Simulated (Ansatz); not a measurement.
# Sb2Se3: the cost of one run

Computed with Ansatz 0.2.0 (DFT PBEsol, scalar-relativistic, plane waves, PAW, and further levels as typed in the inputs, unless a step's input says otherwise).

## (1) The system as given

Symmetry: R-3m, No. 166, trigonal system. The conventional cell has a = 4.000 Å, b = 4.000 Å, c = 28.500 Å, α = 90.00°, β = 90.00°, γ = 120.00°. Sb (site symmetry 3m) is surrounded by 6 Se at 2.80 to 2.97 Å. Se (site symmetry -3m) is surrounded by 6 Sb at 2.97 Å. Around Se (site symmetry 3m) lie 3 Sb at 2.80 Å.

Structure file:

```cif
data_structure
_symmetry_space_group_name_H-M 'R-3m:H'
_symmetry_Int_Tables_number 166
_cell_length_a 4.0000
_cell_length_b 4.0000
_cell_length_c 28.5000
_cell_angle_alpha 90.000
_cell_angle_beta 90.000
_cell_angle_gamma 120.000
_cell_volume 394.91
loop_
_atom_site_label
_atom_site_type_symbol
_atom_site_symmetry_multiplicity
_atom_site_Wyckoff_symbol
_atom_site_fract_x
_atom_site_fract_y
_atom_site_fract_z
_atom_site_occupancy
Sb1 Sb 6 c 0.33333 0.66667 0.06567 1
Se1 Se 3 a 0.00000 0.00000 0.00000 1
Se2 Se 6 c 0.00000 0.00000 0.21200 1
```

## (2) Relaxing cell and atoms: Sb2Se3, no spin, 2.5 GPa

The input, input.yaml:

```yaml
crystal:
  lattice:
    - [2.0, -1.1547005384, 9.5]
    - [0.0, 2.3094010768, 9.5]
    - [-2.0, -1.1547005384, 9.5]
  atoms:
    - { symbol: Sb, position: [0.399, 0.399, 0.399] }
    - { symbol: Sb, position: [0.601, 0.601, 0.601] }
    - { symbol: Se, position: [0.0, 0.0, 0.0] }
    - { symbol: Se, position: [0.212, 0.212, 0.212] }
    - { symbol: Se, position: [0.788, 0.788, 0.788] }
scf:
  occupations: { method: gaussian, width: 0.02 }
output:
  forces: true
  stress: true
  eigenvalues: true
hamiltonian:
  xc: pbesol
kpoints:
  mp_grid: { grid: [10, 10, 10] }
relax:
  f_tol: 0.001
  max_steps: 80
  cell: { stress_tol: 0.02, p_target: 2.5 }
```

Run with:

```bash
ansatz run input.yaml --threads 8 --pin off --max-ram 32768MiB --backend cpu --events-out ev --progress --plain --runs-dir out
```

What time and memory should one allow on 8 threads of Arm Neoverse N1, shared host?

About 81 s, with a peak of 0.96 GiB.
